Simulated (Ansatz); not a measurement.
The system is TaN.

```
Ta N
1.0
     2.92177    0.00000    0.00000
    -1.46088    2.53033    0.00000
     0.00000    0.00000    5.91652
Ta N
2 2
Direct
  0.00000 0.00000 0.50000
  0.00000 0.00000 0.00000
  0.33333 0.66667 0.25000
  0.66667 0.33333 0.75000
```

The cell comes from a database or a generator and needn't be the stable form of this composition.

| Item | Value |
| --- | --- |
| Program | Ansatz 0.2.0 |
| Task | relaxation of cell and atoms |
| Functional | PBEsol |
| Dispersion | D4 |
| Potentials or basis | Ansatz PAW |
| Cutoff | 420 eV (not typed: the program's choice for these potentials) |
| k mesh | 10 × 10 × 5 |
| Occupations | fermi-dirac, width 0.05 eV |
| Spin | no spin polarisation |

At the start: volume 10.94 Å³/atom.

How do energy, volume and symmetry change on relaxing?

It ends after 8 steps and the volume is 10.51 Å³/atom (-3.9 %); space group P6_3/mmc (No. 194, to 0.05 Å).

The path:
```
step  energy change (eV)  largest force (eV/Å)  volume (Å³)
   1              0.0000                0.0000        43.74
   2             -0.0295                0.0000        40.94
   3             -0.0734                0.0000        42.09
   4             -0.0750                0.0000        42.09
   5             -0.0751                0.0000        42.07
   6             -0.0711                0.0000        42.07
   7             -0.0711                0.0000        42.05
   8             -0.0710                0.0000        42.05
```

Final structure:
```
CELL_PARAMETERS angstrom
2.88298 0.00000 0.00000
-1.44149 2.49673 0.00000
0.00000 0.00000 5.84199
ATOMIC_POSITIONS crystal
Ta 0.00000 0.00000 0.50000
Ta 0.00000 0.00000 0.00000
N 0.33333 0.66667 0.25000
N 0.66667 0.33333 0.75000
```

Caveat: the plane-wave basis is chosen anew once the cell has moved, so the energies of steps on either side of that aren't comparable; the pressure holds a Pulay correction of +0.5 GPa for the finite cutoff; pairwise dispersion overbinds metals, which lowers pressure and volume; the PAW data sets come from PBE, with cores solved anew for the run's functional, which leaves a small shift of forces and pressure.
